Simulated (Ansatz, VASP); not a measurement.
# MgS: VASP beside Ansatz

```
Mg S
1.0
     2.57801    2.57801    0.00000
    -2.57801    2.57801    0.00000
     0.00000    2.57801    2.59873
Mg S
1 1
Direct
  0.00000 0.00000 0.00000
  0.50000 0.50000 0.00000
```

Change from the starting cell: in-plane strain -0.005, out-of-plane length and atoms relaxed by PAW.

Alike in both runs: functional PBEsol; k mesh 8 × 8 × 8; no spin polarisation.

Ansatz relaxed the structure, and its values are those at the end. VASP's run is a single point on that final structure, the one shown.

|  | VASP | Ansatz |
| --- | --- | --- |
| version | VASP 6.6.1 | Ansatz 0.2.0 |
| potentials or method | VASP PAW PBE potentials, release 64 (Mg, S) | PAW with Ansatz's default frozen-core files, scalar-relativistic |
| plane-wave cutoff (eV) | 520 | 420 |
| occupations | gaussian, width 0.01 eV | fixed |
| valence electrons in the cell | 8 | 16 |

|  | VASP | Ansatz | Ansatz less VASP |
| --- | --- | --- | --- |
| pressure (GPa) | 0.4 | 0.6 | +0.22 |

The two sets of potentials don't hold the same shells in valence.

Caveats: the PAW data sets were made with another functional, which shifts forces and pressure a little (VASP). A k mesh can miss the band edges.
